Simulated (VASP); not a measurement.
# IrO2 (P4_2/mnm) in VASP: further runs, part 2 of 2

VASP 6.6.1.

## Step 3: Single point, PBEsol, collinear spin, zero start

INCAR

```
  PREC = Accurate
  ENCUT = 520
  EDIFF = 1E-7
  ISMEAR = 0
  SIGMA = 0.05
  LREAL = F
  LASPH = T
  NELM = 150
  ALGO = Fast
  ISIF = 2
  LWAVE = F
  LCHARG = T
  ISPIN = 2
  MAGMOM = 0 0 0 0 0 0
  LORBIT = 11
  NUPDOWN = 0.0
  LMAXMIX = 4
  GGA = PS
  LELF = T
  LVHAR = T
  NBANDS = 34
```

KPOINTS

```
regular mesh
0
Gamma
  5 5 7
```

POSCAR

```
IrO2
1.0
    4.4990002600      0.0000000000      0.0000000000
    0.0000000000      4.4990002600      0.0000000000
    0.0000000000      0.0000000000      3.1460001800
Ir O
2 4
Direct
    0.0000000000      0.0000000000      0.0000000000
    0.5000000000      0.5000000000      0.5000000000
    0.3110000000      0.3110000000      0.0000000000
    0.1890000000      0.8110000000      0.5000000000
    0.6890000000      0.6890000000      0.0000000000
    0.8110000000      0.1890000000      0.5000000000
```

Potentials or basis: VASP PAW PBE potentials, release 64 (Ir, O).

Run with:

```sh
$ cat potpaw_PBE.64/Ir/POTCAR potpaw_PBE.64/O/POTCAR > POTCAR
$ mpirun -np 1 vasp_std > vasp.out
```

OUTCAR:

```text
PREC = Accurate
   ENCUT = 520
   EDIFF = 1E-7
   ISMEAR = 0
   LREAL = F
   LASPH = T
   NELM = 150
   ISIF = 2
   ISPIN = 2
   LORBIT = 11
   NUPDOWN = 0.0
   GGA = PS

 ion  position               nearest neighbor table
   1  0.000  0.000  0.000-   3 1.98   5 1.98   4 1.98   6 1.98   4 1.98   6 1.98
   2  0.500  0.500  0.500-   4 1.98   6 1.98   5 1.98   3 1.98   3 1.98   5 1.98
   3  0.311  0.311  0.000-   1 1.98   2 1.98   2 1.98
   4  0.189  0.811  0.500-   2 1.98   1 1.98   1 1.98
   5  0.689  0.689  0.000-   1 1.98   2 1.98   2 1.98
   6  0.811  0.189  0.500-   2 1.98   1 1.98   1 1.98

  LATTYP: Found a simple tetragonal cell.
 ALAT       =     4.4990002600
 C/A-ratio  =     0.6992665033

  Lattice vectors:

 A1 = (   4.4990002600,   0.0000000000,   0.0000000000)
 A2 = (   0.0000000000,   4.4990002600,   0.0000000000)
 A3 = (   0.0000000000,   0.0000000000,   3.1460001800)

Analysis of symmetry for initial positions (statically):
=====================================================================
 Subroutine PRICEL returns:
 Original cell was already a primitive cell.

 Routine SETGRP: Setting up the symmetry group for a
 simple tetragonal supercell.

 Subroutine GETGRP returns: Found 16 space group operations
 (whereof  8 operations were pure point group operations)
 out of a pool of 16 trial point group operations.

The static configuration has the point symmetry D_2h.
 The point group associated with its full space group is D_4h.

Analysis of symmetry for dynamics (positions and initial velocities):
=====================================================================
 Subroutine PRICEL returns:
 Original cell was already a primitive cell.

 Routine SETGRP: Setting up the symmetry group for a
 simple tetragonal supercell.

 Subroutine GETGRP returns: Found 16 space group operations
 (whereof  8 operations were pure point group operations)
 out of a pool of 16 trial point group operations.

The dynamic configuration has the point symmetry D_2h.
 The point group associated with its full space group is D_4h.

Analysis of structural, dynamic, and magnetic symmetry:
=====================================================================
 Subroutine PRICEL returns:
 Original cell was already a primitive cell.

 Routine SETGRP: Setting up the symmetry group for a
 simple tetragonal supercell.

 Subroutine GETGRP returns: Found 16 space group operations
 (whereof  8 operations were pure point group operations)
 out of a pool of 16 trial point group operations.

The overall configuration has the point symmetry D_2h.
 The point group associated with its full space group is D_4h.

 Subroutine INISYM returns: Found 16 space group operations
 (whereof  8 operations are pure point group operations),
 and found     1 'primitive' translations

----------------------------------------------------------------------------------------

                                     Primitive cell

  volume of cell :      63.6782

  direct lattice vectors                    reciprocal lattice vectors
     4.499000260  0.000000000  0.000000000     0.222271603  0.000000000  0.000000000
     0.000000000  4.499000260  0.000000000     0.000000000  0.222271603  0.000000000
     0.000000000  0.000000000  3.146000180     0.000000000  0.000000000  0.317863936

  length of vectors
[... 98 lines left out ...]
   TEBEG  =    0.0;   TEEND  =   0.0 temperature during run
   PSTRESS=    0.0 pullay stress
   NELECT =      42.0000    total number of electrons
   NUPDOWN=       0.0000    fix difference up-down
   EMIN   =  10.00;   EMAX   =-10.00  energy-range for DOS
   EFERMI =   0.00;   METHOD = LEGACY
   ISMEAR =     0;   SIGMA  =   0.05  broadening in eV -4-tet -1-fermi 0-gaus
   EFERMI_NEDOS =   21; number of points for ismear=-14 and -15
   IALGO  =     68    algorithm
   IMIX   =      4    mixing-type and parameters
     AMIX     =   0.40;   BMIX     =  1.00
     AMIX_MAG =   1.60;   BMIX_MAG =  1.00
  volume/ion in A,a.u.               =      10.61        71.62
  Fermi-wavevector in a.u.,A,eV,Ry     =   1.425042  2.692939 27.629959  2.030745
  Thomas-Fermi vector in A             =   2.545469
   LORBIT       =     11    0 simple, 1 ext, 2 COOP (PROOUT), +10 PAW based schemes
   GGA     = PS    functional components
   LHFCALC =     F    Hartree Fock is set to
   AEXX    =    0.0000 exact exchange contribution
   IVDW    =     0    specifies the selected vdW correction
   LEPSILON=     F    determine dielectric tensor
   LRPA    =     F    only Hartree local field effects (RPA)
 spin polarized calculation
 RMM-DIIS sequential band-by-band and
 Gauss-broadening in eV      SIGMA  =   0.05
  energy-cutoff  :      520.00
  volume of cell :       63.68
 maximum number of plane-waves:      1731
 NGX is ok and might be reduce to    36
   NGX = 17   NGY = 17   NGZ = 11

 number of electron      42.0000009 magnetization      -0.0000000

 number of electron      42.0000009 magnetization       0.0000000

 Free energy of the ion-electron system (eV)
  ---------------------------------------------------
  ext. energy  EPLUGINS =         0.00000000
  ---------------------------------------------------
  free energy    TOTEN  =       -45.51263274 eV

  energy without entropy =      -45.50203544  energy(sigma->0) =      -45.50733409

 E-fermi :   6.1913     XC(G=0): -12.2938

 val. band max:        6.1844859708   @ k =   0.4000   0.4000   0.1429
 cond. band min:       6.1948243447   @ k =   0.4000   0.2000   0.4286
 fundamental gap:      0.0103383739
 Fermi energy:         6.1913475861

 spin component 1

 k-point     1 :       0.0000    0.0000    0.0000
  band No.  band energies     occupation
      1     -15.1383      1.00000
      2     -13.9168      1.00000
      3     -12.7422      1.00000
      4     -12.7422      1.00000
      5      -3.8390      1.00000
      6      -3.5964      1.00000
[... 853 lines left out ...]
     32      17.7704      0.00000
     33      19.0657      0.00000
 Fermi energy:         6.1913478650

 spin component 2

 k-point     1 :       0.0000    0.0000    0.0000
  band No.  band energies     occupation
      1     -15.1383      1.00000
      2     -13.9168      1.00000
      3     -12.7422      1.00000
      4     -12.7422      1.00000
      5      -3.8390      1.00000
      6      -3.5964      1.00000
[... 853 lines left out ...]
     32      17.7704      0.00000
     33      19.0657      0.00000
 [bands above 33 left out]

------------------------ aborting loop because EDIFF is reached ----------------------------------------

  FORCE on cell =-STRESS in cart. coord.  units (eV):
  Direction    XX          YY          ZZ          XY          YZ          ZX
  --------------------------------------------------------------------------------------
  -------------------------------------------------------------------------------------
  Total       -0.5733910     -0.5733910      2.3694674      0.0000000      0.0000000      0.0000000
  in kB      -14.4268230    -14.4268230     59.6170583      0.0000000      0.0000000      0.0000000
  external PRESSURE =      10.2544708 kB  Pullay stress =       0.0000000 kB

 VOLUME and BASIS-vectors are now :
 -----------------------------------------------------------------------------
  energy-cutoff  :      520.00
  volume of cell :       63.68
      direct lattice vectors                 reciprocal lattice vectors
     4.499000260  0.000000000  0.000000000     0.222271603  0.000000000  0.000000000
     0.000000000  4.499000260  0.000000000     0.000000000  0.222271603  0.000000000
     0.000000000  0.000000000  3.146000180     0.000000000  0.000000000  0.317863936

 POSITION                                       TOTAL-FORCE (eV/Angst)
 -----------------------------------------------------------------------------------
      0.00000      0.00000      0.00000        -0.000000     -0.000000      0.000000
      2.24950      2.24950      1.57300        -0.000000     -0.000000      0.000000
      1.39919      1.39919      0.00000        -0.427315     -0.427315      0.000000
      0.85031      3.64869      1.57300         0.427315     -0.427315      0.000000
      3.09981      3.09981      0.00000         0.427315      0.427315      0.000000
      3.64869      0.85031      1.57300        -0.427315      0.427315      0.000000
 -----------------------------------------------------------------------------------
    total drift:                                0.000000      0.000000     -0.000000

  FREE ENERGIE OF THE ION-ELECTRON SYSTEM (eV)
  ---------------------------------------------------
  free  energy   TOTEN  =       -45.5126327382 eV

  energy  without entropy=      -45.5020354401  energy(sigma->0) =      -45.50733409

 total charge

# of ion       s       p       d       tot
------------------------------------------
    1        0.632   0.848   6.901   8.382
    2        0.632   0.848   6.901   8.382
    3        1.548   3.445   0.000   4.993
    4        1.548   3.445   0.000   4.993
    5        1.548   3.445   0.000   4.993
    6        1.548   3.445   0.000   4.993
--------------------------------------------------
tot          7.456  15.476  13.803  36.735

 magnetization (x)

# of ion       s       p       d       tot
------------------------------------------
    1        0.000  -0.000  -0.000  -0.000
    2        0.000  -0.000  -0.000  -0.000
    3        0.000  -0.000   0.000   0.000
    4        0.000  -0.000   0.000   0.000
    5        0.000  -0.000   0.000   0.000
    6        0.000  -0.000   0.000   0.000
--------------------------------------------------
tot          0.000  -0.000  -0.000  -0.000
```

It took 45 s on 1 thread of Intel Xeon 6975P-C (Granite Rapids), shared host; peak memory 0.24 GiB.

Results:

| Item | Value |
| --- | --- |
| Free energy | -45.5126 eV |
| Pressure | 1.0 GPa |
| Largest force | 0.604 eV/Å |
| Net moment | 0.00 μB per cell |
| Valence electrons inside the program's atomic spheres | Ir 8.38; O 4.99 |

Forces on the atoms (eV/Å):
```
Ir   0.000  0.000  0.000
Ir   0.000  0.000  0.000
O   -0.427 -0.427  0.000
O    0.427 -0.427  0.000
O    0.427  0.427  0.000
O   -0.427  0.427  0.000
```

Stress tensor (GPa, compression positive):
```
-1.44  0.00  0.00
 0.00 -1.44  0.00
 0.00  0.00  5.96
```

Caveat: the PAW data sets were made with another functional, which shifts forces and pressure a little; the total moment is fixed, so each spin has its own Fermi level. The run has no spin-orbit coupling, so splittings on Ir are missing.
